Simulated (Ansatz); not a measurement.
## What strain does to LiF (rocksalt)

Rocksalt LiF, relaxed with r2SCAN in the plane-wave code Ansatz. Space group Fm-3m (No. 225), cubic; conventional cell a = 3.990 Å, 7.94 Å³ an atom. Around Li lie 6 F at 1.99 Å; around F lie 6 Li at 1.99 Å.

The axes x, y and z are those of this cell:
```xyz
2
Lattice="0.0000 1.9949 1.9949 1.9949 0.0000 1.9949 1.9949 1.9949 0.0000" Properties=species:S:1:pos:R:3 pbc="T T T"
Li    0.0000    0.0000    0.0000
F     1.9949    1.9949    1.9949
```

Unstrained: With PBE the valence top lies at Γ–K (0.17 of the way from Γ) and the conduction bottom at Γ, 9.347 eV higher; the smallest vertical gap, at Γ, is 9.348 eV. Least and direct gap differ so little that the kind isn't settled. The r2SCAN gap is direct at Γ: 10.330 eV. With HSE06 the valence top lies at Γ–K (0.17 of the way from Γ) and the conduction bottom at Γ, 11.674 eV higher; the smallest vertical gap, at Γ, is 11.675 eV. Least and direct gap differ so little that the kind isn't settled. Meshes: PBE 10×10×10, r2SCAN 10×10×10, HSE06 8×8×8. Strains are changes of length per length. After each strain the atoms were relaxed again with r2SCAN within the symmetry that the strain leaves, so tilts or polar shifts that break it weren't tested; points keep the names that they have in the unstrained zone. The values are computed, spin-unpolarised, and not measurements.

Changes of the least gap in eV (an overlap counts as a negative gap):

| strain | volume change (%) | space group | PBE | r2SCAN | HSE06 | energy rise, r2SCAN (meV/atom) |
| --- | --- | --- | --- | --- | --- | --- |
| uniaxial +1.79 % along x | +1.8 | I4/mmm | – | -0.196 | – | 1.0 |
| uniaxial +4.52 % along [111] | +4.5 | R-3m | – | -0.511 | – | 8.0 |
| biaxial +2.56 % in x and y, z held | +5.2 | I4/mmm | – | -0.494 | – | 5.4 |

Uniaxial +1.79 % along x, other directions held. r2SCAN: the gap goes from 10.330 to 10.134 eV (-0.196 eV); with r2SCAN the top three valence levels at Γ, degenerate before, become 1+2 from the top over 39 meV. Stress change with r2SCAN, compression positive: xx -2.23, yy -0.80, zz -0.80 GPa.

Uniaxial +4.52 % along [111], other directions held. r2SCAN: the gap goes from 10.330 to 9.819 eV (-0.511 eV); with r2SCAN the top three valence levels at Γ, degenerate before, become 2+1 from the top over 247 meV. Stress change with r2SCAN, compression positive: xx -3.09, yy -3.09, zz -3.09, xy -1.99, xz -1.99, yz -1.99 GPa.

Biaxial +2.56 % in x and y, z held. r2SCAN: the gap goes from 10.330 to 9.836 eV (-0.494 eV); with r2SCAN the top three valence levels at Γ, degenerate before, become 2+1 from the top over 61 meV. Stress change with r2SCAN, compression positive: xx -4.03, yy -4.03, zz -2.26 GPa.

Where an edge lies off the special points, it is a point of the mesh or the k point where a search put PBE's edge or least direct gap, reused for the other functionals, whose own edges may lie a little apart.

The meshes of the hybrids are coarse, so their gaps aren't converged to the digits shown.

The splittings at Γ are without spin-orbit coupling, which regroups them where it is of like size or larger.
